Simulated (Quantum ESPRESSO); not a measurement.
## WC (Qusongite) in Quantum ESPRESSO: the effect of functional

WC (Qusongite):

```xyz
2
Lattice="2.9065 0.0000 0.0000 -1.4532 2.5171 0.0000 0.0000 0.0000 2.8366" Properties=species:S:1:pos:R:3 pbc="T T T"
W     0.0000    0.0000    0.0000
C     1.4533    0.8390    1.4183
```

Alike in all runs:

- Program: Quantum ESPRESSO 7.5
- Task: phonon dispersion
- Cutoff: 1116 eV
- Density cutoff: 4463 eV
- k mesh: 8 × 8 × 6
- Occupations: cold, width 0.2 eV
- Spin: no spin polarisation

Each run relaxes the cell or the atoms first.

One run gave: relaxed volume 10.30 Å³/atom; highest phonon frequency 758 cm⁻¹. Which functional did it use?
A. PBE
B. PBEsol
C. LDA

B.

```csv
functional,potentials or basis,relaxed volume (Å³/atom),highest phonon frequency (cm⁻¹)
LDA,PseudoDojo 0.4.1 SR LDA standard,10.12,771
PBE,PseudoDojo 0.4.1 SR PBE standard,10.53,737
PBEsol,PseudoDojo 0.4.1 SR PBEsol standard,10.30,758
```

Caveats: all runs use coarse meshes; the mesh is thin for the phonons of a metal.
